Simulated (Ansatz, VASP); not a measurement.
GaP: VASP beside Ansatz

Contents of INCAR:

```
SYSTEM = GaP
ALGO = Normal
EDIFF = 1E-7
EDIFFG = -0.005
ENCUT = 600
GGA = PE
IBRION = 2
ISIF = 3
ISMEAR = 0
LASPH = .TRUE.
LCHARG = .FALSE.
LREAL = .FALSE.
LWAVE = .FALSE.
NELM = 80
NSW = 100
PREC = Accurate
SIGMA = 0.02
```

Contents of KPOINTS:

```
k-points
0
G
  8 8 8
  0 0 0
```

POSCAR

```
GaP
1.0
    0.0000000000      2.7258124900      2.7258124900
    2.7258124900      0.0000000000      2.7258124900
    2.7258124900      2.7258124900      0.0000000000
Ga P
1 1
Direct
    0.0000000000      0.0000000000      0.0000000000
    0.7500000000      0.7500000000      0.7500000000
```

Input for Ansatz:

```yaml
crystal:
  lattice:
    - [0.0, 2.72581249, 2.72581249]
    - [2.72581249, 0.0, 2.72581249]
    - [2.72581249, 2.72581249, 0.0]
  atoms:
    - { symbol: Ga, position: [0.0, 0.0, 0.0] }
    - { symbol: P, position: [0.75, 0.75, 0.75] }
basis:
  ecutwfc: 420
kpoints:
  mp_grid: { grid: [8, 8, 8] }
hamiltonian:
  xc: pbe
scf:
  occupations: { method: gaussian, width: 0.02 }
output:
  forces: true
  stress: true
  eigenvalues: true
  write_density: true
  write_potential: true
  elf: true
  volumetric_format: npy
relax:
  adjacent_minimum: "off"
  f_tol: 0.005
  max_steps: 80
  cell: { stress_tol: 0.05 }
```

The cell is a database's computed one.

Alike in both runs: task relaxation of cell and atoms; functional PBE; k mesh 8 × 8 × 8; occupations gaussian, width 0.02 eV; no spin polarisation.

|  | VASP | Ansatz |
| --- | --- | --- |
| version | VASP 6.6.1 | Ansatz 0.2.0 |
| potentials or method | VASP PAW PBE potentials, release 64 (Ga_d, P) | scalar-relativistic, plane waves, PAW |
| plane-wave cutoff (eV) | 600 | 420 |
| valence electrons in the cell | 18 | 18 |

VASP gave:

| Item | Value |
| --- | --- |
| gap on the k mesh at the Fermi level, each at its own relaxed structure (eV) | 1.58 |
| relaxed volume (Å³/atom) | 20.86 |
| relaxed cell length with the largest relative difference (Å) | 3.893 |
| energy change over the relaxation (meV/atom) | -4 |

What did Ansatz give for the same quantities?

gap on the k mesh at the Fermi level, each at its own relaxed structure (eV): 1.58; relaxed volume (Å³/atom): 20.86; relaxed cell length with the largest relative difference (Å): 3.893; energy change over the relaxation (meV/atom): -5.

A k mesh can miss the band edges. A hybrid or GW would open this gap; PBE tends to underestimate it.
